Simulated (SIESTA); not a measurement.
CuO (Tenorite):

```
Cu O
1.0
     2.34185   -1.71130    0.00000
     2.34185    1.71130    0.00000
    -0.85003    0.00000    5.05787
Cu O
2 2
Direct
  0.50000 0.00000 0.50000
  0.00000 0.50000 0.00000
  0.41840 0.58160 0.75000
  0.58160 0.41840 0.25000
```

- Program: SIESTA 5.4.2
- Task: single point
- Functional: PBE
- Potentials or basis: PseudoDojo 0.4 standard (PBE files)
- Basis: DZP (energy shift 0.003 Ry; two zetas on semicore shells)
- Grid cutoff: 800 Ry
- Energy shift: 0.003 Ry
- k mesh: 10 × 10 × 5
- Occupations: fermi-dirac, width 0.05 eV
- Spin: no spin polarisation

On this cell: pressure 7.0 GPa; largest force 0.096 eV/Å; band gap on the k mesh none (metal or under the smearing width).

The same run follows on a disturbed copy (atoms moved at random, drawn with an rms of 0.05 Å):

```
Cu O
1.0
     2.34185   -1.71130    0.00000
     2.34185    1.71130    0.00000
    -0.85003    0.00000    5.05787
Cu O
2 2
Cartesian
  0.7398 -0.8817 2.5292
  1.1850 0.8812 0.0393
  1.6884 0.2902 3.8152
  2.1015 -0.2909 1.2727
```

**Question.** What does the disturbed cell give?

**Answer.** The energy (extrapolated to zero smearing) moves by +3.9 meV/atom; pressure 6.7 GPa; largest force 0.444 eV/Å; band gap on the k mesh none (metal or under the smearing width).

Forces in eV/Å, atoms in the order of the input:
```
Cu  -0.039  0.137  0.421
Cu  -0.192  0.049 -0.344
O    0.089 -0.236 -0.122
O    0.141  0.050  0.045
```

Stress tensor (GPa, compression positive):
```
 7.64 -0.23 -2.49
-0.23  5.88 -0.52
-2.49 -0.52  6.63
```

Caveats: short orbitals over semicore shells can move pressures by several GPa; the basis of atomic orbitals isn't converged, which shifts pressures, moduli and gaps; the run has no spin polarisation, though such a crystal can be magnetic; semilocal functionals often make such compounds metallic where correlation or magnetic order opens a gap, which also shifts bond lengths.
